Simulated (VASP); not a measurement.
# Ti in VASP: further runs

One slab, Ti, is run at these levels: LDA; tasks: single point.

Everything below comes from runs of VASP 6.6.1. Logs are shortened: lines on timing, memory, paths and dates and some standing lists are left out, and cuts for length are marked.

### Step 1. The structure

The cell holds a slab with vacuum, 6 atoms: a = 2.950 Å, b = 2.950 Å, c = 26.715 Å, α = 90.00°, β = 90.00°, γ = 120.00°.

The slab is cut from a database's or a generator's crystal, which needn't be the stable form of the element.

### Step 2. Single point, LDA

The input, INCAR:

```
SYSTEM = Ti
PREC     = Accurate       ! precision mode
ENCUT    = 600            ! plane-wave cutoff, eV
EDIFF    = 1E-7           ! SCF threshold, eV
ISMEAR   = 1              ! smearing method
SIGMA    = 0.1            ! smearing width, eV
LREAL    = .FALSE.        ! projectors in reciprocal space
LASPH    = .TRUE.         ! aspherical terms in the spheres
NELM     = 120            ! most SCF steps
ALGO     = Normal         ! electronic algorithm
ISIF     = 2              ! what is computed and relaxed
LWAVE    = .FALSE.        ! write WAVECAR
LCHARG   = .FALSE.        ! write CHGCAR
LDIPOL   = .TRUE.       
IDIPOL   = 3            
DIPOL    = 0.5 0.5 0.500
GGA      = CA             ! functional
NBANDS   = 50             ! bands
LVHAR    = .TRUE.       
LVACPOTAV= .TRUE.
```

The input, KPOINTS:

```
Automatic mesh
0
G
  16 16 1
  0 0 0
```

The input, POSCAR:

```
Ti
1.0
    2.9499978604      0.0000000000      0.0000000000
   -1.4749989302      2.5547730882      0.0000000000
    0.0000000000      0.0000000000     26.7150000000
Ti
6
Direct
    0.6666666667      0.3333333334      0.2807411567
    0.3333333333      0.6666666666      0.3684446940
    0.6666666667      0.3333333334      0.4561482313
    0.3333333333      0.6666666666      0.5438517687
    0.6666666667      0.3333333334      0.6315553060
    0.3333333333      0.6666666666      0.7192588433
```

Potentials or basis: VASP PAW LDA potentials, release 64 (Ti_sv).

Launch:

```bash
cat potpaw_LDA.64/Ti_sv/POTCAR > POTCAR
mpirun -np 1 vasp_std > vasp.out
```

OUTCAR:

```text
SYSTEM = Ti
   PREC = Accurate
   ENCUT = 600
   EDIFF = 1E-7
   ISMEAR = 1
   LREAL = .FALSE.
   LASPH = .TRUE.
   NELM = 120
   ISIF = 2
   GGA = CA

 Found     30 irreducible k-points:

 Following reciprocal coordinates:
            Coordinates               Weight
  0.000000  0.000000  0.000000      1.000000
  0.062500 -0.000000  0.000000      6.000000
  0.125000 -0.000000  0.000000      6.000000
  0.187500 -0.000000  0.000000      6.000000
  0.250000 -0.000000  0.000000      6.000000
  0.312500 -0.000000  0.000000      6.000000
   k-points           NKPTS =     30   k-points in BZ     NKDIM =     30   number of bands    NBANDS=     50
   number of dos      NEDOS =    301   number of ions     NIONS =      6
   total plane-waves  NPLWV = 124416
   dimension x,y,z NGX =    24 NGY =   24 NGZ =  216
   dimension x,y,z NGXF=    48 NGYF=   48 NGZF=  432
   ions per type =               6
   NGX,Y,Z   is equivalent  to a cutoff of  13.53, 13.53, 13.44 a.u.
   NGXF,Y,Z  is equivalent  to a cutoff of  27.05, 27.05, 26.88 a.u.
 SYSTEM =  Ti
   PREC   = accura    normal or accurate (medium, high low for compatibility)
   ISTART =      0    job   : 0-new  1-cont  2-samecut
   ICHARG =      2    charge: 1-file 2-atom 10-const
   ISPIN  =      1    spin polarized calculation?
   LNONCOLLINEAR =      F non collinear calculations
   LSORBIT =      F    spin-orbit coupling
   LASPH  =      T    aspherical Exc in radial PAW
   ENCUT  =  600.0 eV  44.10 Ry    6.64 a.u.   5.89  5.89 53.36*2*pi/ulx,y,z
   NELM   =    120;   NELMIN=  2; NELMDL= -5     # of ELM steps
   EDIFF  = 0.1E-06   stopping-criterion for ELM
   LREAL  =      F    real-space projection
   EDIFFG = 0.1E-05   stopping-criterion for IOM
   NSW    =      0    number of steps for IOM
   IBRION =     -1    ionic relax: 0-MD 1-quasi-New 2-CG
   NFREE  =      0    steps in history (QN), initial steepest desc. (CG)
   ISIF   =      2    stress and relaxation
   ISYM   =      2    0-nonsym 1-usesym 2-fastsym
   POTIM  = 0.5000    time-step for ionic-motion
   TEBEG  =    0.0;   TEEND  =   0.0 temperature during run
   PSTRESS=    0.0 pullay stress
   NELECT =      72.0000    total number of electrons
   NUPDOWN=      -1.0000    fix difference up-down
   EMIN   =  10.00;   EMAX   =-10.00  energy-range for DOS
   EFERMI =   0.00;   METHOD = LEGACY
   ISMEAR =     1;   SIGMA  =   0.10  broadening in eV -4-tet -1-fermi 0-gaus
   EFERMI_NEDOS =   21; number of points for ismear=-14 and -15
   IALGO  =     38    algorithm
   IMIX   =      4    mixing-type and parameters
     AMIX     =   0.40;   BMIX     =  1.00
     AMIX_MAG =   1.60;   BMIX_MAG =  1.00
  volume/ion in A,a.u.               =      33.56       226.45
  Fermi-wavevector in a.u.,A,eV,Ry     =   1.162008  2.195877 18.371450  1.350263
  Thomas-Fermi vector in A             =   2.298574
   LORBIT       =      0    0 simple, 1 ext, 2 COOP (PROOUT), +10 PAW based schemes
   GGA     = CA    functional components
   LHFCALC =     F    Hartree Fock is set to
   AEXX    =    0.0000 exact exchange contribution
   IVDW    =     0    specifies the selected vdW correction
   LEPSILON=     F    determine dielectric tensor
   LRPA    =     F    only Hartree local field effects (RPA)
 non-spin polarized calculation
 Methfessel and Paxton  Order N= 1 SIGMA  =   0.10
  energy-cutoff  :      600.00
  volume of cell :      201.34
 maximum number of plane-waves:      6754
 NGX is ok and might be reduce to    24
   NGX = 11   NGY = 11   NGZ =107

 dipolmoment           0.000000      0.000000      0.000000 electrons x Angstroem

 number of electron      71.9999987 magnetization

 dipolmoment           0.000000      0.000000     -0.000000 electrons x Angstroem

 Free energy of the ion-electron system (eV)
  ---------------------------------------------------
  ext. energy  EPLUGINS =         0.00000000
  ---------------------------------------------------
  free energy    TOTEN  =       -48.74000796 eV

  energy without entropy =      -48.74246149  energy(sigma->0) =      -48.74082580

 E-fermi :   2.1060     XC(G=0):  -6.9614

 val. band max:        2.0955672067   @ k =   0.3125  -0.0000   0.0000
 cond. band min:       2.1098073105   @ k =   0.2500   0.2500   0.0000
 fundamental gap:      0.0142401039
 Fermi energy:         2.1060055441

 k-point     1 :       0.0000    0.0000    0.0000
  band No.  band energies     occupation
      1     -54.1911      2.00000
      2     -54.1910      2.00000
      3     -54.0637      2.00000
      4     -54.0162      2.00000
      5     -53.9694      2.00000
      6     -53.9497      2.00000
[... 40 lines left out ...]
     47       3.0462     -0.00000
     48       3.2417     -0.00000

 k-point     2 :       0.0625   -0.0000    0.0000
  band No.  band energies     occupation
      1     -54.1882      2.00000
      2     -54.1881      2.00000
      3     -54.0601      2.00000
      4     -54.0133      2.00000
      5     -53.9671      2.00000
      6     -53.9479      2.00000
[... 40 lines left out ...]
     47       3.1067     -0.00000
     48       3.2239     -0.00000

 k-point     3 :       0.1250   -0.0000    0.0000
  band No.  band energies     occupation
      1     -54.1800      2.00000
      2     -54.1800      2.00000
      3     -54.0499      2.00000
      4     -54.0051      2.00000
      5     -53.9607      2.00000
      6     -53.9430      2.00000
[... 40 lines left out ...]
     47       3.2042     -0.00000
     48       3.2746     -0.00000

 k-point     4 :       0.1875   -0.0000    0.0000
  band No.  band energies     occupation
      1     -54.1677      2.00000
      2     -54.1677      2.00000
      3     -54.0344      2.00000
      4     -53.9927      2.00000
      5     -53.9512      2.00000
      6     -53.9358      2.00000
[... 40 lines left out ...]
     47       3.4180     -0.00000
     48       3.5201     -0.00000

 k-point     5 :       0.2500   -0.0000    0.0000
  band No.  band energies     occupation
      1     -54.1532      2.00000
      2     -54.1532      2.00000
      3     -54.0154      2.00000
      4     -53.9779      2.00000
      5     -53.9402      2.00000
      6     -53.9277      2.00000
[... 40 lines left out ...]
     47       3.7115     -0.00000
     48       3.7445     -0.00000

 k-point     6 :       0.3125   -0.0000    0.0000
  band No.  band energies     occupation
      1     -54.1386      2.00000
      2     -54.1386      2.00000
      3     -53.9954      2.00000
      4     -53.9629      2.00000
      5     -53.9295      2.00000
      6     -53.9204      2.00000
[... 40 lines left out ...]
     47       4.0268     -0.00000
     48       4.0394     -0.00000

 [... further k-points ...]

 [bands above 48 left out]

------------------------ aborting loop because EDIFF is reached ----------------------------------------

  FORCE on cell =-STRESS in cart. coord.  units (eV):
  Direction    XX          YY          ZZ          XY          YZ          ZX
  --------------------------------------------------------------------------------------
  -------------------------------------------------------------------------------------
  Total       -7.9157550     -7.9157550     -8.0284343      0.0000000      0.0000000      0.0000000
  in kB      -62.9903056    -62.9903056    -63.8869610      0.0000000      0.0000000      0.0000000
  external PRESSURE =     -63.2891908 kB  Pullay stress =       0.0000000 kB

 VOLUME and BASIS-vectors are now :
 -----------------------------------------------------------------------------
  energy-cutoff  :      600.00
  volume of cell :      201.34
      direct lattice vectors                 reciprocal lattice vectors
     2.949997860  0.000000000  0.000000000     0.338983297  0.195712098  0.000000000
    -1.474998930  2.554773088  0.000000000     0.000000000  0.391424195  0.000000000
     0.000000000  0.000000000 26.715000000     0.000000000  0.000000000  0.037432154

 POSITION                                       TOTAL-FORCE (eV/Angst)
 -----------------------------------------------------------------------------------
      1.47500      0.85159      7.50000         0.000000     -0.000000      1.038879
     -0.00000      1.70318      9.84300         0.000000      0.000000     -0.612712
      1.47500      0.85159     12.18600        -0.000000     -0.000000      0.062531
     -0.00000      1.70318     14.52900         0.000000      0.000000     -0.062531
      1.47500      0.85159     16.87200        -0.000000     -0.000000      0.612712
     -0.00000      1.70318     19.21500        -0.000000      0.000000     -1.038879
 -----------------------------------------------------------------------------------
    total drift:                                0.000000      0.000000     -0.000000

  FREE ENERGIE OF THE ION-ELECTRON SYSTEM (eV)
  ---------------------------------------------------
  free  energy   TOTEN  =       -48.7400079643 eV

  energy  without entropy=      -48.7424614859  energy(sigma->0) =      -48.74082580

 vacuum level on the upper side and lower side of the slab         6.738         6.738
```

Run time: 6.7 min. Hardware: 1 thread of Intel Xeon 6975P-C (Granite Rapids), shared host; peak memory 0.42 GiB.

These settings aren't checked as converged: the numbers below hold their error.

What came out:

```yaml
Free_energy: -48.7400 eV
Largest_force: 1.039 eV/Å
Band_gap_on_the_k_mesh: none (metal or under the smearing width)
Work_function_of_the_upper_face: 4.63 eV
Work_function_of_the_lower_face: 4.63 eV
```

### Step 3. Single point, LDA

This run uses another cell than the first one, of 29.79 Å³/atom, 0.888 times its volume.

INCAR, as its differences from that of step 2:

```diff
@@ -2,3 +2,3 @@
 PREC     = Accurate       ! precision mode
-ENCUT    = 600            ! plane-wave cutoff, eV
+ENCUT    = 350            ! plane-wave cutoff, eV
 EDIFF    = 1E-7           ! SCF threshold, eV
```

The input, KPOINTS:

```
Automatic mesh
0
G
  6 6 1
  0 0 0
```

The input, POSCAR:

```
Ti
1.0
    2.9499978604      0.0000000000      0.0000000000
   -1.4749989302      2.5547730882      0.0000000000
    0.0000000000      0.0000000000     23.7150000000
Ti
6
Direct
    0.6666666667      0.3333333334      0.2530044276
    0.3333333333      0.6666666666      0.3518026565
    0.6666666667      0.3333333334      0.4506008855
    0.3333333333      0.6666666666      0.5493991145
    0.6666666667      0.3333333334      0.6481973435
    0.3333333333      0.6666666666      0.7469955724
```

Potentials or basis: VASP PAW LDA potentials, release 64 (Ti_sv).

Launch:

```bash
cat potpaw_LDA.64/Ti_sv/POTCAR > POTCAR
mpirun -np 1 vasp_std > vasp.out
```

OUTCAR:

```text
SYSTEM = Ti
   PREC = Accurate
   ENCUT = 350
   EDIFF = 1E-7
   ISMEAR = 1
   LREAL = .FALSE.
   LASPH = .TRUE.
   NELM = 120
   ISIF = 2
   GGA = CA

 Found      7 irreducible k-points:

 Following reciprocal coordinates:
            Coordinates               Weight
  0.000000  0.000000  0.000000      1.000000
  0.166667  0.000000  0.000000      6.000000
  0.333333  0.000000  0.000000      6.000000
  0.500000  0.000000  0.000000      3.000000
  0.166667  0.166667  0.000000      6.000000
  0.333333  0.166667  0.000000     12.000000
   k-points           NKPTS =      7   k-points in BZ     NKDIM =      7   number of bands    NBANDS=     50
   number of dos      NEDOS =    301   number of ions     NIONS =      6
   total plane-waves  NPLWV =  48600
   dimension x,y,z NGX =    18 NGY =   18 NGZ =  150
   dimension x,y,z NGXF=    36 NGYF=   36 NGZF=  300
   ions per type =               6
   NGX,Y,Z   is equivalent  to a cutoff of  10.14, 10.14, 10.52 a.u.
   NGXF,Y,Z  is equivalent  to a cutoff of  20.29, 20.29, 21.03 a.u.
 SYSTEM =  Ti
   PREC   = accura    normal or accurate (medium, high low for compatibility)
   ISTART =      0    job   : 0-new  1-cont  2-samecut
   ICHARG =      2    charge: 1-file 2-atom 10-const
   ISPIN  =      1    spin polarized calculation?
   LNONCOLLINEAR =      F non collinear calculations
   LSORBIT =      F    spin-orbit coupling
   LASPH  =      T    aspherical Exc in radial PAW
   ENCUT  =  350.0 eV  25.72 Ry    5.07 a.u.   4.50  4.50 36.18*2*pi/ulx,y,z
   NELM   =    120;   NELMIN=  2; NELMDL= -5     # of ELM steps
   EDIFF  = 0.1E-06   stopping-criterion for ELM
   LREAL  =      F    real-space projection
   EDIFFG = 0.1E-05   stopping-criterion for IOM
   NSW    =      0    number of steps for IOM
   IBRION =     -1    ionic relax: 0-MD 1-quasi-New 2-CG
   NFREE  =      0    steps in history (QN), initial steepest desc. (CG)
   ISIF   =      2    stress and relaxation
   ISYM   =      2    0-nonsym 1-usesym 2-fastsym
   POTIM  = 0.5000    time-step for ionic-motion
   TEBEG  =    0.0;   TEEND  =   0.0 temperature during run
   PSTRESS=    0.0 pullay stress
   NELECT =      72.0000    total number of electrons
   NUPDOWN=      -1.0000    fix difference up-down
   EMIN   =  10.00;   EMAX   =-10.00  energy-range for DOS
[... 17 lines left out ...]
 non-spin polarized calculation
 Methfessel and Paxton  Order N= 1 SIGMA  =   0.10
  energy-cutoff  :      350.00
  volume of cell :      178.73
 maximum number of plane-waves:      2695
 NGX is ok and might be reduce to    18
   NGX =  9   NGY =  9   NGZ = 73

 dipolmoment           0.000000      0.000000     -0.000000 electrons x Angstroem

 number of electron      71.9999942 magnetization

 dipolmoment           0.000000      0.000000      0.000000 electrons x Angstroem

 Free energy of the ion-electron system (eV)
  ---------------------------------------------------
  ext. energy  EPLUGINS =         0.00000000
  ---------------------------------------------------
  free energy    TOTEN  =       -48.61846140 eV

  energy without entropy =      -48.61726197  energy(sigma->0) =      -48.61806159

 E-fermi :   2.9517     XC(G=0):  -7.8276

 val. band max:        2.9417686616   @ k =   0.1667   0.0000   0.0000
 cond. band min:       2.9643832435   @ k =   0.3333   0.0000   0.0000
 fundamental gap:      0.0226145818
 Fermi energy:         2.9517258841

 k-point     1 :       0.0000    0.0000    0.0000
  band No.  band energies     occupation
      1     -53.3256      2.00000
      2     -53.3254      2.00000
      3     -53.1986      2.00000
      4     -53.1452      2.00000
      5     -53.0904      2.00000
      6     -53.0761      2.00000
[... 295 lines left out ...]
     47       5.1946      0.00000
     48       5.2587      0.00000

 [... further k-points ...]

 [bands above 48 left out]

------------------------ aborting loop because EDIFF is reached ----------------------------------------

  FORCE on cell =-STRESS in cart. coord.  units (eV):
  Direction    XX          YY          ZZ          XY          YZ          ZX
  --------------------------------------------------------------------------------------
  -------------------------------------------------------------------------------------
  Total       -8.6502538     -8.6502538     -7.7921120      0.0000000     -0.0000000      0.0000000
  in kB      -77.5429414    -77.5429414    -69.8503527      0.0000000     -0.0000000      0.0000000
  external PRESSURE =     -74.9787452 kB  Pullay stress =       0.0000000 kB

 VOLUME and BASIS-vectors are now :
 -----------------------------------------------------------------------------
  energy-cutoff  :      350.00
  volume of cell :      178.73
      direct lattice vectors                 reciprocal lattice vectors
     2.949997860  0.000000000  0.000000000     0.338983297  0.195712098  0.000000000
    -1.474998930  2.554773088  0.000000000     0.000000000  0.391424195  0.000000000
     0.000000000  0.000000000 23.715000000     0.000000000  0.000000000  0.042167405

 POSITION                                       TOTAL-FORCE (eV/Angst)
 -----------------------------------------------------------------------------------
      1.47500      0.85159      6.00000         0.000000     -0.000000      0.900456
     -0.00000      1.70318      8.34300        -0.000000      0.000000     -0.510652
      1.47500      0.85159     10.68600        -0.000000      0.000000      0.048543
     -0.00000      1.70318     13.02900         0.000000     -0.000000     -0.048543
      1.47500      0.85159     15.37200         0.000000     -0.000000      0.510652
     -0.00000      1.70318     17.71500        -0.000000      0.000000     -0.900456
 -----------------------------------------------------------------------------------
    total drift:                               -0.000000      0.000000     -0.000000

  FREE ENERGIE OF THE ION-ELECTRON SYSTEM (eV)
  ---------------------------------------------------
  free  energy   TOTEN  =       -48.6184613979 eV

  energy  without entropy=      -48.6172619676  energy(sigma->0) =      -48.61806159

 vacuum level on the upper side and lower side of the slab         7.614         7.614
```

It took 60 s on 1 thread of Intel Xeon 6975P-C (Granite Rapids), shared host; peak memory 0.17 GiB.

The run converged, but some of its settings lie outside the range that counts as converged, so its numbers aren't taken as properties of the slab.

What came out:

- Free energy: -48.6185 eV
- Largest force: 0.900 eV/Å
- Band gap on the k mesh: none (metal or under the smearing width)
- Work function of the upper face: 4.66 eV
- Work function of the lower face: 4.66 eV

Caveat: the k mesh is coarse (spacing up to 0.41 Å⁻¹), so the values aren't converged.

### Step 4. Single point, LDA

This run uses another cell than the first one, of 29.79 Å³/atom, 0.888 times its volume.

INCAR, as its differences from that of step 3:

```diff
@@ -2,3 +2,3 @@
 PREC     = Accurate       ! precision mode
-ENCUT    = 350            ! plane-wave cutoff, eV
+ENCUT    = 500            ! plane-wave cutoff, eV
 EDIFF    = 1E-7           ! SCF threshold, eV
```

KPOINTS is that of step 3.

POSCAR is that of step 3.

Launch:

```bash
cat potpaw_LDA.64/Ti_sv/POTCAR > POTCAR
mpirun -np 1 vasp_std > vasp.out
```

Wall time 68 s (1 thread of Intel Xeon 6975P-C (Granite Rapids), shared host); peak memory 0.25 GiB.

The run converged, but some of its settings lie outside the range that counts as converged, so its numbers aren't taken as properties of the slab.

What came out:

```
Free energy                     : -48.6941 eV
Largest force                   : 0.922 eV/Å
Band gap on the k mesh          : none (metal or under the smearing width)
Work function of the upper face : 4.66 eV
Work function of the lower face : 4.66 eV
```

Caveat: the k mesh is coarse (spacing up to 0.41 Å⁻¹), so the values aren't converged.
